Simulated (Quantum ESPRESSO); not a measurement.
Crystal: Au.

```
CELL_PARAMETERS angstrom
0.00000 2.03500 2.03500
2.03500 0.00000 2.03500
2.03500 2.03500 0.00000
ATOMIC_POSITIONS crystal
Au 0.00000 0.00000 0.00000
```

- Program: Quantum ESPRESSO 7.5
- Task: Hubbard U by linear response
- Functional: LDA
- Potentials or basis: PseudoDojo 0.4.1 SR LDA standard
- Cutoff: 871 eV
- Density cutoff: 3483 eV
- k mesh: 8 × 8 × 8
- Occupations: gaussian, width 0.272 eV
- Spin: no spin polarisation
- Hubbard terms: Au d U = 5 eV
- Start of the occupations: default
- Hubbard projectors: ortho-atomic
- Form of the LDA correlation: PW92
- Mixing beta: 0.3
- Most SCF iterations: 120
- SCF threshold: 2e-10 Ry
- q mesh: 2 × 2 × 2

Task: What Hubbard parameters does linear response give?

Result: U = 10.56 eV on Au 5d. The values belong to these projectors, potentials and this ground state, and don't carry over to other codes.

Hubbard U from linear response:
```csv
site,manifold,U (eV)
1,Au-5d,10.56
```
On the first site the bare response is -0.044 and the screened one -0.030 eV⁻¹.

Eigenvalues of the final occupation matrices:
| site | spin | trace | eigenvalues |
| --- | --- | --- | --- |
| Au 1 5d | each | 4.91 | 0.98 0.98 0.98 0.99 0.99 |

Caveat: the k mesh is coarse; the computed U isn't converged in cell size; U without spin polarisation on a metal has little footing; the U is typed as a test and isn't derived for this compound.
